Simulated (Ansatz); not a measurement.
An input for Ansatz 0.2.0 (O):

The input input.yaml:

```yaml
crystal:
  lattice:
    - [1.6969892208, 0.9797571834, 3.7811104103]
    - [-1.6969892208, 0.9797571834, 3.7811104103]
    - [0.0, -1.9595143668, 3.7811104103]
  atoms:
    - { symbol: O, position: [0.05461472, 0.05461472, 0.05461472] }
    - { symbol: O, position: [0.94538528, 0.94538528, 0.94538528] }
hamiltonian:
  xc: b3lyp
  pseudopotentials: { kind: paw }
  dispersion: d3bj
kpoints:
  mp_grid: { grid: [5, 5, 5] }
scf:
  occupations: { method: fixed }
phonons:
  method: fd
  amplitude: 0.01
  supercell: [2, 2, 2]
```

Potentials or basis: Ansatz PAW.

The run is started by

```sh
$ ansatz run input.yaml --threads 1 --pin off --max-ram 2560MiB --backend cpu --events-out ev --progress --plain --runs-dir out
```

What does the program do with it?

The run stopped without a result. It printed:

Output:

```text
Error: 3 input errors — fix all and re-run
  1. invalid value for `phonons.supercell`: axis 0: the count 2 must divide kpoints.mp_grid.grid dimension 5 — the displaced supercells solve the k-mesh folded onto them, whose points must be the deck's own; the next dimension that the batch's repeats divide is 6
  2. invalid value for `phonons.supercell`: axis 1: the count 2 must divide kpoints.mp_grid.grid dimension 5 — the displaced supercells solve the k-mesh folded onto them, whose points must be the deck's own; the next dimension that the batch's repeats divide is 6
  3. invalid value for `phonons.supercell`: axis 2: the count 2 must divide kpoints.mp_grid.grid dimension 5 — the displaced supercells solve the k-mesh folded onto them, whose points must be the deck's own; the next dimension that the batch's repeats divide is 6
```
